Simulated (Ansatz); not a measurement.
# CuI

```xyz
4
Lattice="3.7332 -3.7111 0.0000 3.7332 3.7111 0.0000 0.0000 0.0000 4.3070" Properties=species:S:1:pos:R:3 pbc="T T T"
Cu    3.7332    0.5905    3.2302
Cu    3.7332   -0.5905    1.0767
I     3.7332   -2.0043    3.2302
I     3.7332    2.0043    1.0767
```

Atoms are numbered in the order listed.

Structure from Materials Project entry mp-1007922 (possibly hypothetical), not relaxed further.

No spin–orbit coupling, which matters for the heavy atoms here.

Methods: DFT, PBE, all-electron LAPW, scalar-relativistic (Ansatz 0.2.0); DFT, PBE, PAW with Ansatz's default frozen-core files, scalar-relativistic (Ansatz 0.2.0).

For LAPW: a Γ-centred 5×5×6 k mesh, Fermi–Dirac smearing of 0.02 eV, basis error target 0.5 meV/atom, no spin polarisation. PAW takes a cutoff of 420 eV at this cell. The Ansatz runs share mesh, smearing and spin set-up. Values come from LAPW unless marked.

* Pressure at this cell: 1.35 GPa
* Band gap: 1.02 eV, direct at Γ
* Stress xx, yy, zz (compression positive): 0.89, 1.59, 1.56 GPa
* Largest force: 0.140 eV/Å on I3
* Löwdin charges (with 0.33 e of the cell spilling out of the atomic basis, so their sizes and signs hang on that basis): Cu1 0.45, I3 -0.28 e
* Bader charges (from the PAW run): Cu1 +0.29, I3 -0.29 e
* Volume per atom: 29.83 Å³
